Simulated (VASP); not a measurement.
Ag, 3 atoms in the cell. Symmetry: P6/mmm, No. 191, hexagonal system. Conventional cell: a = 4.556 Å, b = 4.556 Å, c = 2.729 Å, α = 90.00°, β = 90.00°, γ = 120.00°. Around Ag (site symmetry 6/mmm) lie 14 Ag at 2.73 to 2.96 Å. Around Ag (site symmetry -6m2) lie 11 Ag at 2.63 to 2.96 Å. This isn't the form of Ag at room conditions, which is fcc.

```yaml
Program: VASP 6.6.1
Task: single point
Functional: LDA
Potentials_or_basis: VASP PAW LDA potentials, release 64 (Ag)
Cutoff: 520 eV
k_mesh: 11 × 11 × 15
Occupations: fermi-dirac, width 0.1 eV
Spin: no spin polarisation
Dipole_correction: no
Further_INCAR_settings: ALGO = Fast; EDIFF = 1e-06; NBANDS = 24
```

Potentials or basis: VASP PAW LDA potentials, release 64 (Ag).

Command:

```bash
$ cat potpaw_LDA.64/Ag/POTCAR > POTCAR
$ mpirun -np 1 vasp_std > vasp.out
```

Hardware: 1 thread of Intel(R) Xeon(R) Platinum 8488C (Sapphire Rapids), on a shared host.

How long does it take, and how much memory?

It took 86 s on 1 thread of Intel(R) Xeon(R) Platinum 8488C (Sapphire Rapids), with other jobs on the host, peak memory 0.22 GiB. Counts: scf iterations 12, k points 128.
